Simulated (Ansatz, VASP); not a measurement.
## Two plane-wave programs on BaZrO3 (BaZrO3, measured cell)

```
Ba Zr O
1.0
     4.22719    0.00000    0.00000
     0.00000    4.22719    0.00000
     0.00000    0.00000    4.22719
Ba Zr O
1 1 3
Direct
  0.00000 0.00000 0.00000
  0.50000 0.50000 0.50000
  0.00000 0.50000 0.50000
  0.50000 0.00000 0.50000
  0.50000 0.50000 0.00000
```

Alike in both runs: functional PBE; k mesh 8 × 8 × 8; no spin polarisation.

Ansatz relaxed the structure, and its values are those at the end. VASP's run is a single point on that final structure, the one shown.

```csv
,VASP,Ansatz
version,VASP 6.6.1,Ansatz 0.2.0
potentials or method,"VASP PAW PBE potentials, release 64 (Ba_sv, Zr_sv, O)","scalar-relativistic, plane waves, PAW"
plane-wave cutoff (eV),520,560
occupations,"gaussian, width 0.01 eV",fixed
valence electrons in the cell,40,40
```

Ansatz gave:

* gap on the k mesh at the Fermi level (eV): 3.18
* least direct gap on the mesh (eV): 3.40
* pressure (GPa): 0.0

Problem. What did VASP give for the same quantities?

Solution. gap on the k mesh at the Fermi level (eV): 3.13; least direct gap on the mesh (eV): 3.38; pressure (GPa): 0.9.

Caveats: spin-orbit coupling is left out, which moves the levels of the heavy elements. A k mesh can miss the band edges.
